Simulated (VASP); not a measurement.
# CaS (Fm-3m) in VASP: further runs, part 2 of 3

VASP 6.6.1. Earlier steps stand in the parts before.

## Step 3: Band structure, PBE, non-collinear spin, zero start, spin-orbit coupling

File INCAR:

```
SYSTEM = CaS
ALGO = Fast ; EDIFF = 1E-6
ENCUT = 520 ; GGA = PE
GGA_COMPAT = .False. ; ISIF = 2
ISMEAR = 0 ; KPAR = 4
LASPH = .True. ; LCHARG = .False.
LNONCOLLINEAR = .True. ; LORBIT = 11
LREAL = .False. ; LSORBIT = .True.
LWAVE = .False. ; MAGMOM = 0 0 0 0 0 0
NELM = 100 ; PREC = Accurate
SIGMA = 0.02
```

File KPOINTS:

```
k-points
0
Gamma
  8 8 8
  0 0 0
```

File POSCAR:

```
CaS                                     
1.0
    0.0000000000      2.8591610786      2.8591610786
    2.8591610786      0.0000000000      2.8591610786
    2.8591610786      2.8591610786      0.0000000000
  Ca              S             
     1     1
Direct
     0.0000000000000000    0.0000000000000000    0.0000000000000000
     0.5000000000000000    0.5000000000000000    0.5000000000000000
```

File KPOINTS_OPT:

```
path GXWKGLUWLK,UX
20
line-mode
reciprocal
 0.0000000000  0.0000000000  0.0000000000  G
 0.5000000000  0.0000000000  0.5000000000  X

 0.5000000000  0.0000000000  0.5000000000  X
 0.5000000000  0.2500000000  0.7500000000  W

 0.5000000000  0.2500000000  0.7500000000  W
 0.3750000000  0.3750000000  0.7500000000  K

 0.3750000000  0.3750000000  0.7500000000  K
 0.0000000000  0.0000000000  0.0000000000  G

 0.0000000000  0.0000000000  0.0000000000  G
 0.5000000000  0.5000000000  0.5000000000  L

 0.5000000000  0.5000000000  0.5000000000  L
 0.6250000000  0.2500000000  0.6250000000  U

 0.6250000000  0.2500000000  0.6250000000  U
 0.5000000000  0.2500000000  0.7500000000  W

 0.5000000000  0.2500000000  0.7500000000  W
 0.5000000000  0.5000000000  0.5000000000  L

 0.5000000000  0.5000000000  0.5000000000  L
 0.3750000000  0.3750000000  0.7500000000  K

 0.6250000000  0.2500000000  0.6250000000  U
 0.5000000000  0.0000000000  0.5000000000  X
```

Potentials or basis: VASP PAW PBE potentials, release 64 (Ca_sv, S).

On the command line:

```console
$ cat potpaw_PBE.64/Ca_sv/POTCAR potpaw_PBE.64/S/POTCAR > POTCAR
$ mpirun -np 4 vasp_ncl > vasp.out
```

OUTCAR:

```text
SYSTEM = CaS
   EDIFF = 1E-6
   ENCUT = 520
   GGA = PE
   ISIF = 2
   ISMEAR = 0
   LASPH = .True.
   LNONCOLLINEAR = .True.
   LORBIT = 11
   LREAL = .False.
   LSORBIT = .True.
   NELM = 100
   PREC = Accurate

 ion  position               nearest neighbor table
   1  0.000  0.000  0.000-   2 2.86   2 2.86   2 2.86   2 2.86   2 2.86   2 2.86
   2  0.500  0.500  0.500-   1 2.86   1 2.86   1 2.86   1 2.86   1 2.86   1 2.86

  LATTYP: Found a face centered cubic cell.
 ALAT       =     5.7183221572

  Lattice vectors:

 A1 = (   0.0000000000,   2.8591610786,   2.8591610786)
 A2 = (   2.8591610786,   0.0000000000,   2.8591610786)
 A3 = (   2.8591610786,   2.8591610786,   0.0000000000)

Analysis of symmetry for initial positions (statically):
=====================================================================
 Subroutine PRICEL returns:
 Original cell was already a primitive cell.

 Routine SETGRP: Setting up the symmetry group for a
 face centered cubic supercell.

 Subroutine GETGRP returns: Found 48 space group operations
 (whereof 48 operations were pure point group operations)
 out of a pool of 48 trial point group operations.

The static configuration has the point symmetry O_h .
[... 887 lines left out ...]
     0.0000000     0.0000000     0.0000000     0.0000000     0.0000000     0.0000000     0.0000000
     0.0000000     0.0000000     0.0000000     0.0000000     0.0000000     0.0000000     0.0000000
     0.0000000     0.0000000     0.0000000     0.0000000     0.0000000     0.0000000     0.0000000
     0.0000000     0.0000000     0.0000000     0.0000000     0.0000000     0.0000000     0.0000000
     0.0000000     0.0000000     0.0000000     0.0000000     0.0000000     0.0000000     0.0000000

 Ion:    2  E_soc:     -0.0016975
 l=   1
     0.0000000    -0.0002829    -0.0002829
    -0.0002829     0.0000000    -0.0002829
    -0.0002829    -0.0002829     0.0000000
 l=   2
     0.0000000     0.0000000     0.0000000     0.0000000     0.0000000
     0.0000000     0.0000000     0.0000000     0.0000000     0.0000000
     0.0000000     0.0000000     0.0000000     0.0000000     0.0000000
     0.0000000     0.0000000     0.0000000     0.0000000     0.0000000
     0.0000000     0.0000000     0.0000000     0.0000000     0.0000000
 l=   3
     0.0000000     0.0000000     0.0000000     0.0000000     0.0000000     0.0000000     0.0000000
     0.0000000     0.0000000     0.0000000     0.0000000     0.0000000     0.0000000     0.0000000
     0.0000000     0.0000000     0.0000000     0.0000000     0.0000000     0.0000000     0.0000000
     0.0000000     0.0000000     0.0000000     0.0000000     0.0000000     0.0000000     0.0000000
     0.0000000     0.0000000     0.0000000     0.0000000     0.0000000     0.0000000     0.0000000
     0.0000000     0.0000000     0.0000000     0.0000000     0.0000000     0.0000000     0.0000000
     0.0000000     0.0000000     0.0000000     0.0000000     0.0000000     0.0000000     0.0000000

 total charge

# of ion       s       p       d       tot
------------------------------------------
    1        2.032   5.856   0.237   8.124
    2        1.314   2.471   0.000   3.784
--------------------------------------------------
tot          3.345   8.327   0.237  11.908

 magnetization (x)

# of ion       s       p       d       tot
------------------------------------------
    1       -0.000   0.000   0.000   0.000
    2        0.000   0.000   0.000   0.000
--------------------------------------------------
tot         -0.000   0.000   0.000   0.000

 magnetization (y)

# of ion       s       p       d       tot
------------------------------------------
    1       -0.000   0.000   0.000   0.000
    2       -0.000   0.000   0.000   0.000
--------------------------------------------------
tot         -0.000   0.000   0.000   0.000

 magnetization (z)

# of ion       s       p       d       tot
------------------------------------------
    1       -0.000   0.000   0.000   0.000
    2        0.000  -0.000   0.000  -0.000
--------------------------------------------------
tot         -0.000  -0.000   0.000   0.000
```

Wall time 1.7 min (4 MPI ranks of Intel Xeon 6975P-C (Granite Rapids), shared host); peak memory 0.34 GiB.

Results:

| Quantity | Value |
| --- | --- |
| Free energy | -10.3690 eV |
| Pressure | -0.1 GPa |
| Net moment | 0.00 μB per cell |
| Valence electrons inside the program's atomic spheres | Ca 8.12; S 3.78 |

Moments on the atoms (μB; x, y, z):
```
Ca  0.00 0.00 0.00
S   0.00 0.00 0.00
```

## Step 4: Band structure, HSE06

POSCAR is that of step 3.

File INCAR.step1:

```
SYSTEM = CaS
ALGO = Normal ; EDIFF = 1E-5
ENCUT = 520 ; GGA = PE
ISIF = 2 ; ISMEAR = 0
KPAR = 4 ; LASPH = .True.
LCHARG = .False. ; LREAL = .False.
LWAVE = .True. ; NELM = 100
PREC = Accurate ; SIGMA = 0.02
```

File INCAR.step2:

```
SYSTEM = CaS
ALGO = Normal ; EDIFF = 1E-6
ENCUT = 520 ; GGA = PE
HFSCREEN = 0.2 ; ISIF = 2
ISMEAR = 0 ; ISTART = 1
KPAR = 4 ; LASPH = .True.
LCHARG = .False. ; LHFCALC = .True.
LREAL = .False. ; LWAVE = .False.
NELM = 100 ; PREC = Accurate
PRECFOCK = Fast ; SIGMA = 0.02
```

File KPOINTS:

```
k-points
0
Gamma
  6 6 6
  0 0 0
```

KPOINTS_OPT: that of step 3 with these lines changed.

```diff
@@ -1,3 +1,3 @@
 path GXWKGLUWLK,UX
-20
+12
 line-mode
```

On the command line:

```console
$ cat potpaw_PBE.64/Ca_sv/POTCAR potpaw_PBE.64/S/POTCAR > POTCAR
$ cp INCAR.step1 INCAR
$ mpirun -np 4 vasp_std > vasp.out
$ cp INCAR.step2 INCAR
$ mpirun -np 4 vasp_std > vasp.out
```

It took 14 min on 4 MPI ranks of Intel Xeon 6975P-C (Granite Rapids), shared host; peak memory 0.37 GiB.

It converged, with:

| Quantity | Value |
| --- | --- |
| Free energy | -11.6798 eV |
| Pressure | -0.5 GPa |
| Band gap on the k mesh | 3.45 eV, indirect (least direct gap 4.35 eV) |
| Band gap along the path | 3.45 eV, indirect (least direct gap 4.35 eV) |

Levels at the corners of the path, in eV from the valence-band top:
```csv
point,band 6,band 7,band 8,band 9,band 10,band 11
Γ,0.00,0.00,0.00,5.12,5.50,5.50
X,-2.52,-0.90,-0.90,3.45,7.07,7.15
X,-2.52,-0.90,-0.90,3.45,7.07,7.15
W,-1.94,-1.94,-1.65,6.16,6.16,7.34
W,-1.94,-1.94,-1.65,6.16,6.16,7.35
K,-2.23,-2.01,-1.09,4.86,7.88,7.90
K,-2.23,-2.01,-1.09,4.86,7.89,7.92
Γ,0.00,0.00,0.00,5.12,5.50,5.51
Γ,0.00,0.00,0.00,5.12,5.50,5.51
L,-3.34,-1.19,-1.19,6.17,7.64,7.89
L,-3.34,-1.19,-1.19,6.17,7.64,7.89
U,-2.23,-2.01,-1.09,4.86,7.88,7.91
U,-2.23,-2.01,-1.09,4.86,7.90,7.98
W,-1.94,-1.94,-1.65,6.16,6.16,7.35
W,-1.94,-1.94,-1.65,6.16,6.16,7.34
L,-3.34,-1.19,-1.19,6.17,7.64,7.89
L,-3.34,-1.19,-1.19,6.17,7.64,7.89
K,-2.23,-2.01,-1.09,4.86,7.89,8.00
U,-2.23,-2.01,-1.09,4.86,7.88,8.09
X,-2.52,-0.90,-0.90,3.45,7.07,7.15
```

Caveat: the PAW data sets were made with another functional, which shifts forces and pressure a little.

## Step 5: Band structure, PBE0

POSCAR is that of step 4.

INCAR.step1 is that of step 4.

File INCAR.step2:

```
SYSTEM = CaS
AEXX = 0.25 ; ALGO = Normal
EDIFF = 1E-6 ; ENCUT = 520
GGA = PE ; HFRCUT = -1
ISIF = 2 ; ISMEAR = 0
ISTART = 1 ; KPAR = 4
LASPH = .True. ; LCHARG = .False.
LHFCALC = .True. ; LREAL = .False.
LWAVE = .False. ; NELM = 100
PREC = Accurate ; PRECFOCK = Fast
SIGMA = 0.02
```

KPOINTS is that of step 4.

KPOINTS_OPT is that of step 4.

On the command line:

```console
$ cat potpaw_PBE.64/Ca_sv/POTCAR potpaw_PBE.64/S/POTCAR > POTCAR
$ cp INCAR.step1 INCAR
$ mpirun -np 4 vasp_std > vasp.out
$ cp INCAR.step2 INCAR
$ mpirun -np 4 vasp_std > vasp.out
```

Run time: 14 min. Hardware: 4 MPI ranks of Intel Xeon 6975P-C (Granite Rapids), shared host; peak memory 0.28 GiB.

It converged, with:

```yaml
Free_energy: -12.2124 eV
Pressure: -0.5 GPa
Band_gap_on_the_k_mesh: 4.13 eV, indirect (least direct gap 5.05 eV)
Band_gap_along_the_path: 4.13 eV, indirect (least direct gap 5.05 eV)
```

Levels at the corners of the path, in eV from the valence-band top:
| point | band 4 | band 5 | band 6 | band 7 | band 8 | band 9 | band 10 | band 11 | band 12 |
| --- | --- | --- | --- | --- | --- | --- | --- | --- | --- |
| Γ | -21.79 | -12.53 | 0.00 | 0.00 | 0.00 | 5.78 | 6.21 | 6.21 | 6.22 |
| X | -21.84 | -11.83 | -2.57 | -0.92 | -0.92 | 4.13 | 7.77 | 7.87 | 9.25 |
| X | -21.84 | -11.83 | -2.57 | -0.92 | -0.92 | 4.13 | 7.77 | 7.87 | 9.28 |
| W | -21.85 | -11.71 | -1.98 | -1.98 | -1.69 | 6.87 | 6.87 | 8.06 | 8.80 |
| W | -21.85 | -11.71 | -1.98 | -1.98 | -1.69 | 6.87 | 6.87 | 8.06 | 9.02 |
| K | -21.83 | -11.73 | -2.28 | -2.05 | -1.12 | 5.56 | 8.60 | 8.62 | 8.88 |
| K | -21.83 | -11.73 | -2.28 | -2.05 | -1.12 | 5.56 | 8.61 | 8.65 | 8.89 |
| Γ | -21.79 | -12.53 | 0.00 | 0.00 | 0.00 | 5.78 | 6.21 | 6.22 | 6.23 |
| Γ | -21.79 | -12.53 | 0.00 | 0.00 | 0.00 | 5.78 | 6.21 | 6.22 | 6.24 |
| L | -21.80 | -11.64 | -3.41 | -1.22 | -1.22 | 6.85 | 8.37 | 8.61 | 8.61 |
| L | -21.80 | -11.64 | -3.41 | -1.22 | -1.22 | 6.85 | 8.37 | 8.61 | 8.61 |
| U | -21.83 | -11.73 | -2.28 | -2.05 | -1.12 | 5.56 | 8.60 | 8.63 | 8.87 |
| U | -21.83 | -11.73 | -2.28 | -2.05 | -1.12 | 5.56 | 8.62 | 8.70 | 8.90 |
| W | -21.85 | -11.71 | -1.98 | -1.98 | -1.69 | 6.87 | 6.87 | 8.06 | 8.80 |
| W | -21.85 | -11.71 | -1.98 | -1.98 | -1.69 | 6.87 | 6.87 | 8.06 | 8.80 |
| L | -21.80 | -11.64 | -3.41 | -1.22 | -1.22 | 6.85 | 8.37 | 8.61 | 8.61 |
| L | -21.80 | -11.64 | -3.41 | -1.22 | -1.22 | 6.85 | 8.37 | 8.61 | 8.61 |
| K | -21.83 | -11.73 | -2.28 | -2.05 | -1.12 | 5.56 | 8.61 | 8.72 | 8.90 |
| U | -21.83 | -11.73 | -2.28 | -2.05 | -1.12 | 5.56 | 8.60 | 8.81 | 8.89 |
| X | -21.84 | -11.83 | -2.57 | -0.92 | -0.92 | 4.13 | 7.77 | 7.87 | 9.24 |

Caveat: the PAW data sets were made with another functional, which shifts forces and pressure a little.

[end of part 2 of 3]
